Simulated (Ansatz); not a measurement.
## CaO (zincblende): gap against strain (epitaxial in the xy plane)

CaO in the zincblende structure, relaxed with r2SCAN in the PAW code Ansatz, then strained (epitaxial in the xy plane; changes of length per length, axes as in the cell below) with the atoms relaxed again within the symmetry that is left. The symmetry is F-43m (No. 216, cubic); a = 5.213 Å in the conventional setting, 17.71 Å³ an atom. Ca is surrounded by 4 O at 2.26 Å; O is surrounded by 4 Ca at 2.26 Å. No spin polarisation. The prototype was imposed, so other structures may be more stable.

```yaml
crystal:
  lattice:
    - [0.00000, 2.60673, 2.60673]
    - [2.60673, 0.00000, 2.60673]
    - [2.60673, 2.60673, 0.00000]
  atoms:
    - { symbol: Ca, position: [0.00000, 0.00000, 0.00000] }
    - { symbol: O, position: [0.25000, 0.25000, 0.25000] }
```

Gaps are the least over each mesh (PBE 8×8×8, r2SCAN 8×8×8, HSE06 6×6×6 when unstrained) and the special points, which keep their unstrained names; stress is the change from the unstrained cell, compression positive.

```csv
strain (%),free normal strain (%),"gap, PBE (eV)","gap, r2SCAN (eV)","gap, HSE06 (eV)","edges, HSE06","in-plane stress, r2SCAN (GPa)","energy rise, r2SCAN (meV/atom)"
-5.2,+7.25,3.302,3.737,4.694,X → Γ,+3.65,18.2
-5.0,+7.01,3.302,3.737,4.694,X → Γ,+3.46,16.6
-4.74,+6.70,3.304,3.737,4.695,X → Γ,+3.22,14.7
-2.5,+3.78,3.313,3.740,4.703,"(0.490, -1/2, -0.010) → Γ",+1.41,3.5
-1.0,+1.58,3.325,3.750,4.716,X → Γ,+0.49,0.5
-0.84,+1.33,3.327,3.752,4.718,X → Γ,+0.41,0.3
0.0,0.00,3.333,3.759,4.728,X → Γ,0.00,0.0
+2.5,-4.70,3.276,3.707,4.661,Γ–X (0.97) → Γ,-0.55,2.0
+5.94,-13.38,3.281,3.740,4.663,Γ–X (0.82) → Γ,+0.53,3.7
```

Between zero and the nearest strains the slope of the HSE06 gap against strain is +0.013 eV per percent for negative and -0.027 for positive strain; it falls either way, as happens when edge states split or other valleys take over. With r2SCAN the edges change from X → Γ (indirect) to W → Γ (indirect) between -0.84 and 0.0 %. With PBE the edges change from X → Γ (indirect) to W → Γ (indirect) between -0.84 and 0.0 %.

Where an edge lies off the special points, it is a point of the mesh or the k point where a search put PBE's edge or least direct gap, reused for the other functionals, whose own edges may lie a little apart.

Coordinates of k points refer to the reciprocal vectors of the primitive cell of the runs.

The meshes of the hybrids are coarse, so their gaps aren't converged to the digits shown.
